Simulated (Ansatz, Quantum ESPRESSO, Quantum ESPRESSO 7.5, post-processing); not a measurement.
# blue phosphorene, 2 layers, AB stacking: capacitance across a vacuum gap

How does the Fermi level of blue phosphorene, 2 layers, AB stacking move as charge is added against a counter-electrode?

Program: Quantum ESPRESSO 7.5. Level of theory: plane-wave DFT, PBE, GBRV ultrasoft pseudopotentials (geometry by Ansatz 0.2.0 with PAW datasets; geometry under PBE-D3(BJ)). Results are calculated unless marked as measured.

Most raw output is cut from this account.

## (1) The starting structure

The cell holds 4 atoms: 4 P. Cell: a = 3.280 Å, b = 3.280 Å, c = 21.780 Å, α = 90.0°, β = 90.0°, γ = 120.0°. It derives from P. Vacuum lies along c.

## (2) Relaxation with Ansatz

The geometry comes first, from a plane-wave PAW code, so that the later runs on this slab share one structure.

File input.yaml:

```yaml
crystal:
  lattice:
    - [3.28, 0.0, 0.0]
    - [-1.64, 2.8405633244, 0.0]
    - [0.0, 0.0, 21.78]
  atoms:
    - { symbol: P, position: [0.6666666667, 0.3333333333, 0.3673094582] }
    - { symbol: P, position: [0.3333333333, 0.6666666667, 0.4242424242] }
    - { symbol: P, position: [0.0, 0.0, 0.5757575758] }
    - { symbol: P, position: [0.6666666667, 0.3333333333, 0.6326905418] }
kpoints:
  mp_grid: { grid: [12, 12, 1] }
hamiltonian:
  xc: pbe
  dispersion: d3bj
scf:
  occupations: { method: fermi_dirac, width: 0.05 }
  convergence: { dr2_threshold: 1.0e-08 }
efield:
  axis: 3
  dipole_correction: true
  ramp_position: 0.97
  ramp_width: 0.04
relax:
  f_tol: 0.01
  cell: { fix: [c, alpha, beta] }
output:
  write_potential: true
  write_density: true
  volumetric_format: npy
```

Started as:

```console
$ ansatz run input.yaml --threads 4 --pin off --max-ram 8192MiB --backend cpu --events-out ev --progress --plain --runs-dir out
```

Run time: 6 s. Hardware: 4 threads of Arm Neoverse V2, shared host; peak memory 0.44 GiB; 21 s of CPU time.

The steps of the relaxation:

```
step  energy less that of the first step (eV)  largest force component (eV/Å)  pressure (GPa)  volume (Å³)
   1                                   0.0000                          0.0385           -0.40       202.93
   2                                  -0.0020                          0.2080           -0.11       199.68
   3                                  -0.0049                          0.0359           -0.06       200.14
   4                                  -0.0050                          0.0012           -0.01       200.16
  5*                                  -0.0048                          0.0011           -0.02       200.16
```

Relaxation steps marked * repeat the geometry before them on a plane-wave basis chosen anew for their cell, so energy and pressure can jump there.

```
cell as run  before  after  change
      a (Å)   3.280  3.258  -0.7 %
      b (Å)   3.280  3.258  -0.7 %
```

The atoms that moved most (Å, along periodic axes as changes of fractional coordinates times the final cell, across vacuum about the mean position):

```
atom     dx     dy      dz  length
  P1  0.000  0.000  -0.019   0.019
  P4  0.000  0.000   0.019   0.019
  P3  0.000  0.000   0.016   0.016
  P2  0.000  0.000  -0.016   0.016
```

The relaxed structure:

```cif
data_structure
_symmetry_space_group_name_H-M 'P 1'
_symmetry_Int_Tables_number 1
_cell_length_a 3.2576
_cell_length_b 3.2576
_cell_length_c 21.7800
_cell_angle_alpha 90.000
_cell_angle_beta 90.000
_cell_angle_gamma 120.000
_cell_volume 200.16
loop_
_atom_site_label
_atom_site_type_symbol
_atom_site_fract_x
_atom_site_fract_y
_atom_site_fract_z
_atom_site_occupancy
P1 P 0.66667 0.33333 0.36644 1
P2 P 0.33333 0.66667 0.42351 1
P3 P 0.00000 0.00000 0.57649 1
P4 P 0.66667 0.33333 0.63356 1
```

Numbers from this step:

| Property | Result |
| --- | --- |
| free energy | -3023.6452 eV |
| Fermi energy | -0.2695 eV |
| gap by band count | 1.208 eV |
| symmetry operations | 6 |
| dipole along the normal | -1.81e-5 e·Å |
| vacuum level at the upper face over a Fermi level inside the gap | 5.006 eV |
| vacuum level at the lower face over a Fermi level inside the gap | 5.006 eV |

## (3) Ground state: charge -0.028 e

ESM with bc3 puts vacuum below and a metal electrode at the cell's upper end, z = c/2, which holds the counter charge and sets the zero of potential. tot_charge counts missing electrons, so a negative value adds electrons. The energies and forces that the log prints for charged cells are not used here.

Level of this step: plane-wave DFT, PBE, GBRV ultrasoft pseudopotentials (Quantum ESPRESSO 7.5).

File q0.in:

```
&control
  prefix = 'q0'
  outdir = './out'
  pseudo_dir = './pseudo'
  calculation = 'scf'
  tprnfor = .true.
/
&system
  ibrav = 0
  nat = 4
  ntyp = 1
  ecutwfc = 40
  ecutrho = 200
  occupations = 'smearing'
  smearing = 'fd'
  degauss = 0.004
  assume_isolated = 'esm'
  esm_bc = 'bc3'
  tot_charge = -0.028
/
&electrons
  conv_thr = 1e-08
  mixing_beta = 0.4
  electron_maxstep = 120
  mixing_mode = 'local-TF'
/
ATOMIC_SPECIES
  P   30.9738  p_pbe_v1.5.uspp.F.UPF
CELL_PARAMETERS angstrom
  3.25757141698350 -0.00000000000000 -0.00000000000000
  -1.62878570849175 2.82113960174978 0.00000000000000
  -0.00000000000000 -0.00000000000000 21.78000000000000
ATOMIC_POSITIONS crystal
  P   0.666666666667 0.333333333333 -0.087647134746
  P   0.333333333333 0.666666666667 -0.030578729170
  P   -0.000000000000 -0.000000000000 0.122406096520
  P   0.666666666667 0.333333333333 0.179474499300
K_POINTS automatic
  24 24 1 0 0 0
```

Started as:

```console
$ OMP_NUM_THREADS=1 mpirun -n 4 pw.x -nk 4 -in q0.in > q0.out
```

It took 69 s on 4 MPI ranks; peak memory 0.56 GiB.

This step gave:

```
Fermi energy                                                   : -1.282 eV
vacuum line at the lower end of the cell, over the Fermi level : 4.543 eV
slope of the potential above                                   : -0.5520 eV/Å
vacuum line at the upper end of the cell, over the Fermi level : 1.282 eV
```

The potential energy, planar mean oscillates, so the rows of the table below give means over windows of 2.27 Å about each position, cut where the curve ends. Its maxima inside the range that stand out by 2 % of the span (Å: eV): -1.2: -10.2, 1.0: 3.62, 3.3: -10.3, 5.9: 3.80. Its minima: -1.8: -14.7, -0.7: -14.8, 2.7: -14.9, 3.9: -15.0.

Electrostatic potential energy of an electron; zero at the Fermi level. Potential energy, planar mean against z; means over each step:

```
z (Å)  potential energy, planar mean (eV)
-9.76                                4.54
-7.49                                4.54
-5.22                                4.53
-2.95                               -1.55
-0.68                               -9.04
 1.59                               -1.66
 3.86                               -9.43
 6.13                                3.50
 8.40                                2.65
10.67                                1.68
```

The program's own clock; routines nest. Time by routine:

```
     routine  wall time (s)  calls
       PWSCF          68.84      1
   electrons          67.54      1
     c_bands          55.32     21
     cegterg          44.82    336
       h_psi          32.91   3191
    vloc_psi          25.15   3191
        fftw          24.98  44516
    sum_band           5.48     21
     mix_rho           4.62     21
      calbec           4.57   3591
  add_vuspsi           3.91   3191
       s_psi           3.75   3191
h_psi:calbec           3.69   3191
        ffts           2.45   2379
```

The run needed 20 iterations to bring the estimated error under 1e-08 Ry.

Inside the slab this potential holds the local part of the pseudopotentials, which can be repulsive at the nuclei; only its value in the vacuum has a meaning of its own.

Gauss's law asks for a slope of 180.95 q/A = -0.551 eV/Å in the gap; the run gives -0.552.

## (4) SCF with pw.x: charge -0.014 e

The charge is stepped; where the run before has converged, its density is the start.

q1.in, as its differences from the input of step 3:

```diff
@@ -1,3 +1,3 @@
 &control
-  prefix = 'q0'
+  prefix = 'q1'
   outdir = './out'
@@ -18,3 +18,3 @@
   esm_bc = 'bc3'
-  tot_charge = -0.028
+  tot_charge = -0.014
 /
@@ -25,2 +25,3 @@
   mixing_mode = 'local-TF'
+  startingpot = 'file'
 /
```

Started as:

```console
$ cp -r out/q0.save out/q1.save
$ OMP_NUM_THREADS=1 mpirun -n 4 pw.x -nk 4 -in q1.in > q1.out
```

It took 86 s on 4 MPI ranks; peak memory 0.56 GiB; 5.7 min of CPU time.

Read from the output:

* Fermi energy: -2.901 eV
* vacuum line at the lower end of the cell, over the Fermi level: 4.557 eV
* slope of the potential above: -0.2760 eV/Å
* vacuum line at the upper end of the cell, over the Fermi level: 2.902 eV

The electrode's potential over the Fermi level goes from 1.282 to 2.902 eV, the far face's from 4.543 to 4.557 eV.

## (5) Self-consistent run

q2.in, as its differences from the input of step 4:

```diff
@@ -1,3 +1,3 @@
 &control
-  prefix = 'q1'
+  prefix = 'q2'
   outdir = './out'
@@ -18,3 +18,3 @@
   esm_bc = 'bc3'
-  tot_charge = -0.014
+  tot_charge = 0.0
 /
```

Started as:

```console
$ cp -r out/q1.save out/q2.save
$ OMP_NUM_THREADS=1 mpirun -n 4 pw.x -nk 4 -in q2.in > q2.out
```

It took 87 s on 4 MPI ranks; peak memory 0.5 GiB; 5.8 min of CPU time.

This step gave:

```
Fermi energy                                                   : -4.988 eV
vacuum line at the lower end of the cell, over the Fermi level : 4.988 eV
vacuum line at the upper end of the cell, over the Fermi level : 4.988 eV
```

The run needed 19 iterations to bring the estimated error under 1e-08 Ry.

The electrode's potential over the Fermi level goes from 2.902 to 4.988 eV, the far face's from 4.557 to 4.988 eV. The neutral sheet has a gap, in which the smearing places the Fermi level.

## (6) Self-consistent run: charge 0.014 e

q3.in, as its differences from the input of step 5:

```diff
@@ -1,3 +1,3 @@
 &control
-  prefix = 'q2'
+  prefix = 'q3'
   outdir = './out'
@@ -18,3 +18,3 @@
   esm_bc = 'bc3'
-  tot_charge = 0.0
+  tot_charge = 0.014
 /
```

Started as:

```console
$ cp -r out/q2.save out/q3.save
$ OMP_NUM_THREADS=1 mpirun -n 4 pw.x -nk 4 -in q3.in > q3.out
```

It took 87 s on 4 MPI ranks; peak memory 0.52 GiB; 5.8 min of CPU time.

Read from the output:

- Fermi energy: -7.068 eV
- vacuum line at the lower end of the cell, over the Fermi level: 5.388 eV
- slope of the potential above: 0.2760 eV/Å
- vacuum line at the upper end of the cell, over the Fermi level: 7.068 eV

The electrode's potential over the Fermi level goes from 4.988 to 7.068 eV, the far face's from 4.988 to 5.388 eV. The neutral sheet has a gap, in which the smearing places the Fermi level.

## (7) SCF with pw.x: charge 0.028 e

q4.in, as its differences from the input of step 6:

```diff
@@ -1,3 +1,3 @@
 &control
-  prefix = 'q3'
+  prefix = 'q4'
   outdir = './out'
@@ -18,3 +18,3 @@
   esm_bc = 'bc3'
-  tot_charge = 0.014
+  tot_charge = 0.028
 /
```

Started as:

```console
$ cp -r out/q3.save out/q4.save
$ OMP_NUM_THREADS=1 mpirun -n 4 pw.x -nk 4 -in q4.in > q4.out
```

Run time: 1.7 min. Hardware: 4 MPI ranks; peak memory 0.43 GiB; 6.8 min of CPU time.

Numbers from this step:

* Fermi energy: -8.716 eV
* vacuum line at the lower end of the cell, over the Fermi level: 5.369 eV
* slope of the potential above: 0.5521 eV/Å
* vacuum line at the upper end of the cell, over the Fermi level: 8.715 eV

The electrode's potential over the Fermi level goes from 7.068 to 8.715 eV, the far face's from 5.388 to 5.369 eV.

## (8) SCF with pw.x: charge 0.0559 e

q5.in, as its differences from the input of step 7:

```diff
@@ -1,3 +1,3 @@
 &control
-  prefix = 'q4'
+  prefix = 'q5'
   outdir = './out'
@@ -18,3 +18,3 @@
   esm_bc = 'bc3'
-  tot_charge = 0.028
+  tot_charge = 0.0559
 /
```

Started as:

```console
$ cp -r out/q4.save out/q5.save
$ OMP_NUM_THREADS=1 mpirun -n 4 pw.x -nk 4 -in q5.in > q5.out
```

Wall time 2 min (4 MPI ranks); peak memory 0.51 GiB.

Read from the output:

| Quantity | Value |
| --- | --- |
| Fermi energy | -11.96 eV |
| vacuum line at the lower end of the cell, over the Fermi level | 5.289 eV |
| slope of the potential above | 1.102 eV/Å |
| vacuum line at the upper end of the cell, over the Fermi level | 11.96 eV |

The electrode's potential over the Fermi level goes from 8.715 to 11.962 eV, the far face's from 5.369 to 5.289 eV.

Gauss's law asks for a slope of 180.95 q/A = 1.101 eV/Å in the gap; the run gives 1.102.

Each curve counts from the Fermi level of its own run.

The potential energy (potential at -0.028 e) oscillates, so the rows of the table below give means over windows of 2.27 Å about each position, cut where the curve ends. Its maxima inside the range that stand out by 2 % of the span (Å: eV): -1.2: -10.2, 1.0: 3.62, 3.3: -10.3, 5.9: 3.80. Its minima: -1.8: -14.7, -0.7: -14.8, 2.7: -14.9, 3.9: -15.0.

The runs together. The potential energy by z; means over each step:

```
z (Å)  potential at -0.028 e (eV)  potential at -0.014 e (eV)  potential at 0 e (eV)  potential at 0.014 e (eV)  potential at 0.028 e (eV)  potential at 0.0559 e (eV)
-9.76                        4.54                        4.56                   4.99                       5.39                       5.37                        5.29
-7.49                        4.54                        4.56                   4.99                       5.39                       5.37                        5.29
-5.22                        4.53                        4.54                   4.97                       5.37                       5.35                        5.27
-2.95                       -1.55                       -1.54                  -1.11                     -0.707                     -0.723                      -0.797
-0.68                       -9.04                       -9.02                  -8.59                      -8.18                      -8.19                       -8.25
 1.59                       -1.66                       -1.60                  -1.11                     -0.639                     -0.594                      -0.573
 3.86                       -9.43                       -9.36                  -8.84                      -8.32                      -8.25                       -8.16
 6.13                        3.50                        3.84                   4.64                       5.44                       5.80                        6.47
 8.40                        2.65                        3.59                   4.99                       6.38                       7.35                        9.23
10.67                        1.68                        3.10                   4.99                       6.87                       8.31                        11.2
```

## (9) Potential against charge, and the capacitance

The electrode's potential less the Fermi level by charge of the slab:

```
charge of the slab (1e13 e/cm²)  electrode's potential less the Fermi level (eV)
                          -3.05                                             1.28
                          -1.52                                             2.90
                           0.00                                             4.99
                           1.52                                             7.07
                           3.05                                             8.72
                           6.08                                             12.0
```

Slopes between neighbouring charges; a slope that includes zero charge spans the gap. Differential capacitance against charge of the slab:

```
charge of the slab (1e13 e/cm²)  differential capacitance (μF/cm²)
                          -2.29                               1.51
                          -0.76                               1.17
                           0.76                               1.17
                           2.29                               1.48
                           4.56                               1.50
```

## (10) Ground state: between two electrodes with a field of -0.004 Ry/bohr

bc2 puts electrodes at both ends of the cell; esm_efield times the cell length sets the bias between them, and the slab stays neutral.

File bc2.in:

```
&control
  prefix = 'bc2'
  outdir = './out'
  pseudo_dir = './pseudo'
  calculation = 'scf'
  tprnfor = .true.
/
&system
  ibrav = 0
  nat = 4
  ntyp = 1
  ecutwfc = 40
  ecutrho = 200
  occupations = 'smearing'
  smearing = 'fd'
  degauss = 0.004
  assume_isolated = 'esm'
  esm_bc = 'bc2'
  esm_efield = -0.004
/
&electrons
  conv_thr = 1e-07
  mixing_beta = 0.4
  electron_maxstep = 120
  mixing_mode = 'local-TF'
/
ATOMIC_SPECIES
  P   30.9738  p_pbe_v1.5.uspp.F.UPF
CELL_PARAMETERS angstrom
  3.25757141698350 -0.00000000000000 -0.00000000000000
  -1.62878570849175 2.82113960174978 0.00000000000000
  -0.00000000000000 -0.00000000000000 21.78000000000000
ATOMIC_POSITIONS crystal
  P   0.666666666667 0.333333333333 -0.133560817023
  P   0.333333333333 0.666666666667 -0.076492411448
  P   -0.000000000000 -0.000000000000 0.076492414243
  P   0.666666666667 0.333333333333 0.133560817023
K_POINTS automatic
  24 24 1 0 0 0
```

Started as:

```console
$ OMP_NUM_THREADS=1 mpirun -n 4 pw.x -nk 4 -in bc2.in > bc2.out
```

It took 90 s on 4 MPI ranks; peak memory 0.55 GiB.

This step gave:

- Fermi energy: -6.112 eV
- slope of the potential below: 0.1579 eV/Å
- vacuum line at the lower end of the cell, over the Fermi level: 3.872 eV
- slope of the potential above: 0.1580 eV/Å
- vacuum line at the upper end of the cell, over the Fermi level: 6.112 eV

The potential energy, planar mean oscillates, so the rows of the table below give means over windows of 2.27 Å about each position, cut where the curve ends. Its maxima inside the range that stand out by 2 % of the span (Å: eV): -5.3: 4.69, -2.3: -9.78, 0.0: 4.13, 2.3: -9.66. Its minima: -2.8: -14.4, -1.7: -14.4, 1.7: -14.3, 2.8: -14.3.

Electrostatic potential energy of an electron; zero at the Fermi level, which the smearing puts inside the gap. Potential energy, planar mean against z; means over each step:

```
z (Å)  potential energy, planar mean (eV)
-9.76                                4.05
-7.49                                4.41
-5.22                                4.48
-2.95                               -8.30
-0.68                               -1.76
 1.59                               -7.94
 3.86                               -1.67
 6.13                                5.34
 8.40                                5.72
10.67                                6.00
```

The set field of -0.103 V/Å over 21.8 Å is a bias of 2.24 V; the two ends of the cell differ by 2.24 eV. The slope in the vacuum is 0.158 eV/Å in size, more than the set field, because the slab carries little of the drop.

## (11) Self-consistent run, with K_POINTS = [16, 16, 1] and diagonalization = cg

How much does a setting matter? One run is repeated with a change.

q3.w0.in, as its differences from the input of step 6:

```diff
@@ -1,3 +1,3 @@
 &control
-  prefix = 'q3'
+  prefix = 'q3.w0'
   outdir = './out'
@@ -25,3 +25,3 @@
   mixing_mode = 'local-TF'
-  startingpot = 'file'
+  diagonalization = 'cg'
 /
@@ -39,2 +39,2 @@
 K_POINTS automatic
-  24 24 1 0 0 0
+  16 16 1 0 0 0
```

Started as:

```console
$ OMP_NUM_THREADS=1 mpirun -n 4 pw.x -nk 4 -in q3.w0.in > q3.w0.out
```

Run time: 35 s. Hardware: 4 MPI ranks; peak memory 0.52 GiB; 2.3 min of CPU time.

The changed values were drawn from a wide range, not chosen for quality; the comparison shows what they did here together.

Beside the run it was changed from:

```
                                                           quantity  this run  unchanged run  difference
vacuum line at the upper end of the cell, over the Fermi level (eV)     7.068          7.068     -2.0e-4
vacuum line at the lower end of the cell, over the Fermi level (eV)     5.394          5.388      0.0056
                                                      wall time (s)        35             87            
                                                     SCF iterations        18             20
```

This run starts from superposed atoms, the unchanged one from a saved density, so their iteration counts don't compare.

Levels move by up to 6 meV, which is small.

## (12) By hand

Between the smallest and the largest positive charge, Δq = 0.0419 e on A = 9.190 Å² and ΔV = 4.894 V. C = Δq/(A ΔV) = 9.3156e-04 e/(V Å²) = 1.49 µF/cm² (1 e/Å² = 1602 µC/cm²). A plate capacitor with that value has a gap of ε₀/C = 8.854/1.49 = 5.93 Å.

## (13) Results

```json
{
  "capacitance with electrons added": "1.51 μF/cm²",
  "capacitance with holes added": "1.49 μF/cm²",
  "top atoms to the electrode": "6.98 Å",
  "far vacuum over the Fermi level at the smaller electron charge": "4.56 eV",
  "far vacuum over the Fermi level at the smaller hole charge": "5.39 eV"
}
```

What this shows: Across 7.0 Å of vacuum the capacitance comes to 1.51 μF/cm² with electrons added and 1.49 μF/cm² with holes added (PBE, GBRV ultrasoft). The sheet has a gap. Between the smallest electron and hole charges the Fermi level crosses it, a jump of 0.83 eV on the far face, so zero charge holds over a whole range of potentials and the capacitance dips there. On the doped sides ε₀/C comes to 5.88 Å (electrons) and 5.94 Å (holes), against 6.98 Å from the top atoms to the electrode: the reach of the charge in front of the atoms shortens it, the sheet's density of states lengthens it. The ions are fixed at the PBE-D3(BJ) geometry, so no force or energy of the charged cells enters. The mesh and the smearing resolve small carrier pockets only roughly.

[Logs are printed without paths, hosts, clocks, repeated set-up lines and the standing remarks that a program may print on its own settings, such as how far it seeks lower states.]

[Hosts, paths, dates, database ids (printed as entryN), source tags and the programs' standing remarks are cut or masked in the printed files.]

[Maps of the electrostatic potential energy from Ansatz leave out the sawtooth potential of an applied field or a dipole correction, so their vacuum need not be flat; planar profiles and work functions include it.]
